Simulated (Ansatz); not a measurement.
# HfN (P6_3/mmc) in Ansatz: a series of runs

Runs on HfN. Level: r2SCAN. Tasks: band structure, single point, equation of state.

Program: Ansatz 0.2.0. These are calculated values, not measurements. Logs are shortened: lines on timing, memory, paths and dates and some standing lists are left out, and cuts for length are marked.

## (1) The crystal as given

Symmetry: P6_3/mmc, No. 194, hexagonal system. The conventional cell has a = 3.134 Å, b = 3.134 Å, c = 5.417 Å, α = 90.00°, β = 90.00°, γ = 120.00°. Hf (site symmetry -6m2) is surrounded by 6 N at 2.26 Å. N (site symmetry -3m) has 6 Hf at 2.26 Å as nearest neighbours.

The cell comes from a database or a generator and needn't be the stable form of this composition.

## (2) Band structure, r2SCAN

The input, input.yaml:

```yaml
crystal:
  lattice:
    - [3.1339080219, 0.0, 0.0]
    - [-1.566954011, 2.7140439601, 0.0]
    - [0.0, 0.0, 5.41676772]
  atoms:
    - { symbol: Hf, position: [0.3333333333, 0.6666666667, 0.25] }
    - { symbol: Hf, position: [0.6666666667, 0.3333333333, 0.75] }
    - { symbol: "N", position: [0.0, 0.0, 0.5] }
    - { symbol: "N", position: [0.0, 0.0, 0.0] }
hamiltonian:
  xc: r2scan
  pseudopotentials: { kind: paw }
kpoints:
  mp_grid: { grid: [10, 10, 5] }
  band_path:
    path:
      - [[0.0, 0.0, 0.0], [0.5, 0.0, 0.0], [0.3333333333, 0.3333333333, 0.0], [0.0, 0.0, 0.0], [0.0, 0.0, 0.5], [0.5, 0.0, 0.5], [0.3333333333, 0.3333333333, 0.5], [0.0, 0.0, 0.5]]
      - [[0.5, 0.0, 0.5], [0.5, 0.0, 0.0]]
      - [[0.3333333333, 0.3333333333, 0.0], [0.3333333333, 0.3333333333, 0.5]]
    npoints: 14
scf:
  occupations: { method: fermi_dirac, width: 0.05 }
  n_extra_bands: 10
output:
  forces: true
  stress: true
  eigenvalues: true
  fatbands: false
```

Potentials or basis: Ansatz PAW.

Command:

```bash
ansatz run input.yaml --threads 2 --pin off --max-ram 5632MiB --backend cpu --events-out ev --progress --plain --runs-dir out
```

Output:

```text
Warning: RAYON_NUM_THREADS=2 ignored (pool sized by the plan → 2); use --threads N
scf.n_extra_bands = 10 over 31 filled bands (N_el = 62.0): the run solves 41 bands
Engine: ansatz 0.2.0, x86_64-unknown-linux-gnu
Pseudopotentials: kind: paw
Pseudopotential: Hf, paw, valence charge 26, recommended cutoff 500 eV (meta_gga), Hf.paw.azcp
Pseudopotential: N, paw, valence charge 5, recommended cutoff 500 eV (meta_gga), N.paw.azcp
Functional definition: r2SCAN
  parameter k0 = 0.174
  parameter k1 = 0.065
  parameter a1 = 4.9479
  exchange = r2scan_x(k0 = k0, k1 = k1, a1 = a1)
  correlation = r2scan_c
Crystal: 4 atoms, lattice volume = 46.073 Å³
Basis set: ecut = 500 eV, 1159 PW (Γ), exchange–correlation on 96×96×160 points (64 copies of the dense FFT grid, shifted against one another)
Bands: 41, of which v1, the nominal top of the filled ones, is band 31 counted from 1 (30 counted from 0)
Symmetry: 24 space group operations
Space group: P63/mmc (ITA 194), of the structure as read, at distance tolerance 3.6e-5 Å
k-points: 42 of 500
Non-local potential: Hf, projectors of the file, l = 0: 3, l = 1: 2, l = 2: 2, l = 3: 3
Non-local potential: N, projectors of the file, l = 0: 2, l = 1: 2, l = 2: 1
PAW form: soft (Blöchl's): semilocal exchange-correlation on the pseudo side does not see the compensation charge
PAW frozen core: Hf, regenerated for the run's functional (the file was generated under x = pbe(κ = 0.804, μ = 0.2195149727645171), c = pbe(β = 0.06672455060314922))
PAW frozen core: N, regenerated for the run's functional (the file was generated under x = pbe(κ = 0.804, μ = 0.2195149727645171), c = pbe(β = 0.06672455060314922))
PAW one-centre angular grid: Hf, 974 points (default); XC on 160 Gauss nodes
PAW one-centre angular grid: N, 302 points (default); XC on 160 Gauss nodes
Initial density: superposition of atomic densities (neutral atoms: chi_scale 0, normalization atom), corrected by the library's trained network
Initial wavefunctions: pseudopotential atomic-orbital guess
Functional: x = r2scan, c = r2scan; τ floored in thin density (d = 2e-4 eV/Å³)
SCF iter   1: F=—  HF=-32243.085377 eV  |F-HF|=—  |Δ(HF+E_count)|=         —  Δρ=1.37e-2  dr2=7.22e-2  dr2_τ=2.91e-1  ethr=1.77e-3  ⟨swp⟩=5.4  Hψ=5628  notcnv=0  defer=44
preconditioner: auto → Kerker (q_TF=auto, 2.867 Å⁻¹)  [metal: Δε(μ)=0.047 eV  Ē_g=20.381 eV  σ=0.050 eV  W_gap=0.23  n_scr=22 (ndim 8)  ℏωp=41.7 eV  f_vac=0.000  D(μ)=1.59/eV (n_scr^D=10)]
SCF iter   2: F=—  HF=-32243.207550 eV  |F-HF|=—  |Δ(HF+E_count)|=   1.22e-1  Δρ=8.29e-3  dr2=3.34e-2  dr2_τ=2.12e-3  ethr=1.16e-4  ⟨swp⟩=2.0  Hψ=3695  notcnv=0  defer=86
SCF iter   3: F=—  HF=-32243.203118 eV  |F-HF|=—  |Δ(HF+E_count)|=   4.43e-3  Δρ=5.22e-3  dr2=9.73e-3  dr2_τ=8.33e-4  ethr=5.39e-5  ⟨swp⟩=2.0  Hψ=2751  notcnv=0  defer=86
SCF iter   4: F=—  HF=-32243.202969 eV  |F-HF|=—  |Δ(HF+E_count)|=   1.50e-4  Δρ=2.16e-3  dr2=2.17e-3  dr2_τ=9.55e-5  ethr=1.57e-5  ⟨swp⟩=1.0  Hψ=1646  notcnv=0  defer=86
SCF iter   5: F=—  HF=-32243.202836 eV  |F-HF|=—  |Δ(HF+E_count)|=   1.32e-4  Δρ=4.66e-4  dr2=1.30e-4  dr2_τ=3.11e-6  ethr=3.49e-6  ⟨swp⟩=2.0  Hψ=2575  notcnv=0  defer=86
SCF iter   6: F=—  HF=-32243.202843 eV  |F-HF|=—  |Δ(HF+E_count)|=   6.91e-6  Δρ=8.54e-5  dr2=4.70e-6  dr2_τ=2.69e-7  ethr=2.10e-7  ⟨swp⟩=2.0  Hψ=2655  notcnv=0  defer=86
SCF iter   7: F=—  HF=-32243.202850 eV  |F-HF|=—  |Δ(HF+E_count)|=   6.53e-6  Δρ=2.21e-5  dr2=1.88e-7  dr2_τ=3.66e-9  ethr=7.58e-9  ⟨swp⟩=2.0  Hψ=2772  notcnv=0  defer=86
SCF iter   8: F=-32243.202850 eV  HF=-32243.202850 eV  |F-HF|=3.57e-8  |Δ(HF+E_count)|=   3.10e-9  Δρ=1.23e-5  dr2=6.23e-8  dr2_τ=5.93e-9  ethr=1.61e-10  ⟨swp⟩=9.5  Hψ=7493  notcnv=0
SCF 1 converged in 8 iterations: F = -32243.202850 eV  dr2 = 6.23e-8
NSCF: frozen V_eff on 129 k-points
SCF converged after 8 iterations
Free energy (F): -32243.202850 eV
Harris-Foulkes:  -32243.202850 eV  (|F-HF|=3.57e-8)
Internal energy: -32243.190345 eV  (E = F + TS)
E sigma→0 (E₀):  -32243.196597 eV
Entropy (-TS):   -0.012505 eV (-3.126 meV/atom)
Fermi energy:    23.564288 eV
--- Per-component energies (eV) ---
  E_band       = 324.356653
  E_kinetic    = 1116.500586
  E_local      = -9446.109262  (includes V_loc(G=0)·N_el)
  E_nonlocal   = -2406.249382
  E_hartree    = 4489.351081
  E_xc         = -689.829897
  E_vxc        = -760.712669  (∫ρ·V_xc dr)
  E_paw        = -14162.011407  (= ΣΔE_a)
  E_vpaw       = 2803.802554  (= ΣTr[D̂ρ^β])
  E_aug_tail   = 0.000041  (compensation charges beyond the density's cutoff)
  E_vtau       = 38.430922  (kinetic-family band-sum trace: ∫τ·v_τ [+ j·A + Jᵃ·Aᵃ] dr)
  E_ewald      = -11145.426019
  E_core_change = 0.583914  (= ΣΔE_core)
  E_smearing   = -0.012505  (= −TS)
  E_closure    = 0.000000  (closes the sum)
  Σ components = -32243.202850   (vs F -32243.202850, Δ=0.00e0)
--- Forces (eV/Å), atoms counted from 1 ---
  atom   1  Hf     0.00000000     0.00000000     0.00000000
  atom   2  Hf    -0.00000000    -0.00000000     0.00000000
  atom   3  N      0.00000000    -0.00000000     0.00000000
  atom   4  N      0.00000000    -0.00000000    -0.00000000
  max |Σ_I F_I| component: 9.25e-18 eV/Å
--- Stress (GPa, compression-positive) ---
        2.343725      -0.000000       0.000000
        0.000000       2.343725       0.000000
        0.000000       0.000000       2.020430
  P = ⅓ Tr σ = 2.2360 GPa (22.360 kbar)
--- Band table (eV; the first three rows and the last of 42) ---
  k-point 0: bands = ["-40.7655", "-40.7158", "-9.4733", "-8.5987", "-8.4906", "-8.4906", "-8.4343", "-8.4343", "5.2400", "8.0754", "10.8250", "10.8322", "10.8397", "10.8397", "10.8935", "10.9055", "10.9055", "10.9061", "10.9061", "10.9229", "10.9229", "10.9797", "10.9817", "10.9933", "14.5459", "18.4396", "18.4396", "19.6545", "19.6545", "21.5290", "23.0099", "24.3432", "24.3432", "24.7221", "25.5440", "25.5440", "25.5736", "29.3665", "29.3665", "31.2741", "31.2741"]
  k-point 1: bands = ["-40.7607", "-40.7205", "-9.3962", "-8.6895", "-8.4852", "-8.4852", "-8.4397", "-8.4397", "5.4660", "7.7237", "10.8302", "10.8409", "10.8409", "10.8412", "10.8877", "10.8877", "10.8942", "10.9130", "10.9130", "10.9340", "10.9340", "10.9615", "10.9799", "10.9815", "15.0812", "18.4901", "18.4901", "19.4355", "19.4355", "20.1261", "24.0131", "24.8297", "24.8297", "25.1771", "25.6282", "25.8993", "25.8993", "28.8933", "28.8933", "29.5457", "30.4148"]
  k-point 2: bands = ["-40.7483", "-40.7330", "-9.1886", "-8.9192", "-8.4712", "-8.4712", "-8.4538", "-8.4538", "6.0836", "6.9265", "10.8442", "10.8480", "10.8480", "10.8523", "10.8644", "10.8644", "10.8968", "10.9151", "10.9278", "10.9278", "10.9375", "10.9375", "10.9804", "10.9810", "16.4170", "18.1831", "18.6713", "18.6713", "19.0135", "19.0135", "25.0663", "25.6255", "25.9710", "25.9710", "26.1308", "26.6910", "26.6910", "27.4817", "27.9486", "27.9486", "28.7933"]
  k-point 41: bands = ["-40.6822", "-40.6802", "-9.2025", "-9.1703", "-9.0358", "-8.9850", "-8.6990", "-8.6752", "7.1831", "7.2996", "10.8785", "10.8799", "10.8907", "10.8911", "10.8949", "10.9033", "10.9035", "10.9112", "10.9140", "10.9198", "10.9422", "10.9471", "10.9706", "11.0016", "15.9947", "16.1588", "17.7892", "18.5142", "18.6751", "18.7742", "23.5383", "24.0811", "26.7763", "27.1678", "29.3350", "29.5696", "29.6297", "29.7164", "30.4886", "30.7008", "34.4474"]
```

Run time: 6.7 s. Hardware: 2 threads of AMD EPYC 7R13 (Zen 3), shared host; peak memory 0.53 GiB.

What came out:

```yaml
Free_energy: -32243.2028 eV
Pressure: 2.2 GPa
Band_gap_on_the_k_mesh: none (metal or under the smearing width)
```

Levels at the corners of the path, in eV from the Fermi level:
```tsv
point	band 27	band 28	band 29	band 30	band 31	band 32	band 33	band 34	band 35	band 36
Γ	-5.12	-3.91	-3.91	-2.04	-0.55	0.78	0.78	1.16	1.98	1.98
M	-6.23	-5.88	-3.62	-2.97	-2.77	2.40	2.87	4.56	4.74	5.65
K	-6.39	-6.29	-6.29	-3.63	0.02	0.02	4.37	4.37	4.50	4.93
Γ	-5.12	-3.91	-3.91	-2.04	-0.55	0.78	0.78	1.16	1.98	1.98
A	-4.74	-4.74	-4.74	-4.74	1.88	1.88	2.99	2.99	2.99	2.99
L	-5.83	-5.83	-4.85	-4.85	-0.39	-0.39	4.85	4.85	4.91	4.91
H	-5.36	-5.36	-4.81	-4.81	0.42	0.42	3.13	3.13	6.04	6.04
A	-4.74	-4.74	-4.74	-4.74	1.88	1.88	2.99	2.99	2.99	2.99
L	-5.83	-5.83	-4.85	-4.85	-0.39	-0.39	4.85	4.85	4.91	4.91
M	-6.23	-5.88	-3.62	-2.97	-2.77	2.40	2.87	4.56	4.74	5.65
K	-6.39	-6.29	-6.29	-3.63	0.02	0.02	4.37	4.37	4.50	4.93
H	-5.36	-5.36	-4.81	-4.81	0.42	0.42	3.13	3.13	6.04	6.04
```

Caveat: spin-orbit coupling is left out, which moves the levels of the heavy elements; the PAW data sets come from PBE, with cores solved anew for the run's functional, which leaves a small shift of forces and pressure.

## (3) Single point, r2SCAN, 10.83 Å³/atom (volume scaled by 0.94)

The input, input.yaml:

```yaml
crystal:
  lattice:
    - [3.0699327642, 0.0, 0.0]
    - [-1.5349663822, 2.6586397618, 0.0]
    - [0.0, 0.0, 5.3061904127]
  atoms:
    - { symbol: Hf, position: [0.3333333333, 0.6666666667, 0.25] }
    - { symbol: Hf, position: [0.6666666667, 0.3333333333, 0.75] }
    - { symbol: "N", position: [0.0, 0.0, 0.5] }
    - { symbol: "N", position: [0.0, 0.0, 0.0] }
hamiltonian:
  xc: r2scan
  pseudopotentials: { kind: paw }
kpoints:
  mp_grid: { grid: [10, 10, 5] }
scf:
  occupations: { method: fermi_dirac, width: 0.05 }
output:
  forces: true
  stress: true
  eigenvalues: true
```

Potentials or basis: Ansatz PAW.

Command:

```bash
ansatz run input.yaml --threads 2 --pin off --max-ram 5632MiB --backend cpu --events-out ev --progress --plain --runs-dir out
```

Wall time 3.4 s (2 threads of AMD EPYC 7R13 (Zen 3), shared host); peak memory 0.49 GiB.

Results (log left out):

| Property | Result |
| --- | --- |
| Free energy | -32243.0005 eV |
| Pressure | 22.2 GPa |
| Band gap on the k mesh | none (metal or under the smearing width) |

Caveat: the PAW data sets come from PBE, with cores solved anew for the run's functional, which leaves a small shift of forces and pressure.

## (4) Single point, r2SCAN, 11.06 Å³/atom (volume scaled by 0.96)

Edit input.yaml of step 3 so:

```diff
@@ -2,5 +2,5 @@
   lattice:
-    - [3.0699327642, 0.0, 0.0]
-    - [-1.5349663822, 2.6586397618, 0.0]
-    - [0.0, 0.0, 5.3061904127]
+    - [3.0915527214, 0.0, 0.0]
+    - [-1.5457763607, 2.6773631939, 0.0]
+    - [0.0, 0.0, 5.343559182]
   atoms:
```

Command:

```bash
ansatz run input.yaml --threads 2 --pin off --max-ram 5632MiB --backend cpu --events-out ev --progress --plain --runs-dir out
```

It took 3.9 s on 2 threads of AMD EPYC 7R13 (Zen 3), shared host; peak memory 0.49 GiB.

The run converged. Its results:

```
Free energy            : -32243.1069 eV
Pressure               : 14.9 GPa
Band gap on the k mesh : none (metal or under the smearing width)
```

Caveat: the PAW data sets come from PBE, with cores solved anew for the run's functional, which leaves a small shift of forces and pressure.

## (5) Single point, r2SCAN, 11.29 Å³/atom (volume scaled by 0.98)

Edit input.yaml of step 4 so:

```diff
@@ -2,5 +2,5 @@
   lattice:
-    - [3.0915527214, 0.0, 0.0]
-    - [-1.5457763607, 2.6773631939, 0.0]
-    - [0.0, 0.0, 5.343559182]
+    - [3.1128744484, 0.0, 0.0]
+    - [-1.5564372243, 2.6958283511, 0.0]
+    - [0.0, 0.0, 5.3804124788]
   atoms:
@@ -21 +21,5 @@
   eigenvalues: true
+  write_density: true
+  write_potential: true
+  elf: true
+  volumetric_format: npy
```

Command:

```bash
ansatz run input.yaml --threads 2 --pin off --max-ram 5632MiB --backend cpu --events-out ev --progress --plain --runs-dir out
```

Wall time 4.8 s (2 threads of AMD EPYC 7R13 (Zen 3), shared host); peak memory 0.53 GiB.

It converged, with:

| Property | Result |
| --- | --- |
| Free energy | -32243.1730 eV |
| Pressure | 8.2 GPa |
| Band gap on the k mesh | none (metal or under the smearing width) |

Caveat: the PAW data sets come from PBE, with cores solved anew for the run's functional, which leaves a small shift of forces and pressure.

## (6) Single point, r2SCAN, 11.52 Å³/atom

Edit input.yaml of step 5 so:

```diff
@@ -2,5 +2,5 @@
   lattice:
-    - [3.1128744484, 0.0, 0.0]
-    - [-1.5564372243, 2.6958283511, 0.0]
-    - [0.0, 0.0, 5.3804124788]
+    - [3.1339080219, 0.0, 0.0]
+    - [-1.566954011, 2.7140439601, 0.0]
+    - [0.0, 0.0, 5.41676772]
   atoms:
@@ -21,5 +21 @@
   eigenvalues: true
-  write_density: true
-  write_potential: true
-  elf: true
-  volumetric_format: npy
```

Potentials or basis: Ansatz PAW.

Command:

```bash
ansatz run input.yaml --threads 2 --pin off --max-ram 5632MiB --backend cpu --events-out ev --progress --plain --runs-dir out
```

Wall time 3.3 s (2 threads of AMD EPYC 7R13 (Zen 3), shared host); peak memory 0.52 GiB.

Results (log left out):

* Free energy: -32243.2028 eV
* Pressure: 2.2 GPa
* Band gap on the k mesh: none (metal or under the smearing width)

Caveat: the PAW data sets come from PBE, with cores solved anew for the run's functional, which leaves a small shift of forces and pressure.

## (7) Single point, r2SCAN, 11.75 Å³/atom (volume scaled by 1.02)

Edit input.yaml of step 6 so:

```diff
@@ -2,5 +2,5 @@
   lattice:
-    - [3.1339080219, 0.0, 0.0]
-    - [-1.566954011, 2.7140439601, 0.0]
-    - [0.0, 0.0, 5.41676772]
+    - [3.1546629845, 0.0, 0.0]
+    - [-1.5773314923, 2.732018285, 0.0]
+    - [0.0, 0.0, 5.4526413994]
   atoms:
```

Command:

```bash
ansatz run input.yaml --threads 2 --pin off --max-ram 5632MiB --backend cpu --events-out ev --progress --plain --runs-dir out
```

Wall time 3.9 s (2 threads of AMD EPYC 7R13 (Zen 3), shared host); peak memory 0.53 GiB.

It converged, with:

```
Free energy            : -32243.1999 eV
Pressure               : -3.2 GPa
Band gap on the k mesh : none (metal or under the smearing width)
```

Caveat: the PAW data sets come from PBE, with cores solved anew for the run's functional, which leaves a small shift of forces and pressure.

## (8) Single point, r2SCAN, 11.98 Å³/atom (volume scaled by 1.04)

Edit input.yaml of step 7 so:

```diff
@@ -2,5 +2,5 @@
   lattice:
-    - [3.1546629845, 0.0, 0.0]
-    - [-1.5773314923, 2.732018285, 0.0]
-    - [0.0, 0.0, 5.4526413994]
+    - [3.1751483831, 0.0, 0.0]
+    - [-1.5875741916, 2.7497591606, 0.0]
+    - [0.0, 0.0, 5.4880491538]
   atoms:
```

Command:

```bash
ansatz run input.yaml --threads 2 --pin off --max-ram 5632MiB --backend cpu --events-out ev --progress --plain --runs-dir out
```

Wall time 4.7 s (2 threads of AMD EPYC 7R13 (Zen 3), shared host); peak memory 0.54 GiB.

It converged, with:

| Quantity | Value |
| --- | --- |
| Free energy | -32243.1673 eV |
| Pressure | -8.1 GPa |
| Band gap on the k mesh | none (metal or under the smearing width) |

Caveat: the PAW data sets come from PBE, with cores solved anew for the run's functional, which leaves a small shift of forces and pressure.

## (9) Single point, r2SCAN, 12.21 Å³/atom (volume scaled by 1.06)

Edit input.yaml of step 8 so:

```diff
@@ -2,5 +2,5 @@
   lattice:
-    - [3.1751483831, 0.0, 0.0]
-    - [-1.5875741916, 2.7497591606, 0.0]
-    - [0.0, 0.0, 5.4880491538]
+    - [3.1953728034, 0.0, 0.0]
+    - [-1.5976864018, 2.7672740223, 0.0]
+    - [0.0, 0.0, 5.5230058234]
   atoms:
```

Potentials or basis: Ansatz PAW.

Command:

```bash
ansatz run input.yaml --threads 2 --pin off --max-ram 5632MiB --backend cpu --events-out ev --progress --plain --runs-dir out
```

Wall time 5 s (2 threads of AMD EPYC 7R13 (Zen 3), shared host); peak memory 0.54 GiB.

Results (log left out):

```
Free energy            : -32243.1079 eV
Pressure               : -12.5 GPa
Band gap on the k mesh : none (metal or under the smearing width)
```

Caveat: the PAW data sets come from PBE, with cores solved anew for the run's functional, which leaves a small shift of forces and pressure.

## (10) Equation of state, r2SCAN

Potentials or basis: Ansatz PAW.

No new run: the results of the series are fitted here.

What came out:

```
Equilibrium volume                        : 11.61 Å³/atom
Bulk modulus at fixed shape and positions : 276 GPa
Pressure derivative of the bulk modulus   : 4.1
```

Energy against volume, from the lowest point:
| volume (Å³/atom) | energy (meV/atom) |
| --- | --- |
| 10.827 | 50.59 |
| 11.057 | 23.99 |
| 11.288 | 7.46 |
| 11.518 | 0.00 |
| 11.749 | 0.75 |
| 11.979 | 8.89 |
| 12.209 | 23.73 |

Caveat: the cell was scaled at fixed shape and fractional positions, which overstates the stiffness of a crystal with free parameters, most of all of layers and chains; the PAW data sets were made with another functional, which shifts forces and pressure a little. Spin-orbit coupling is left out, which matters for the levels of Hf.
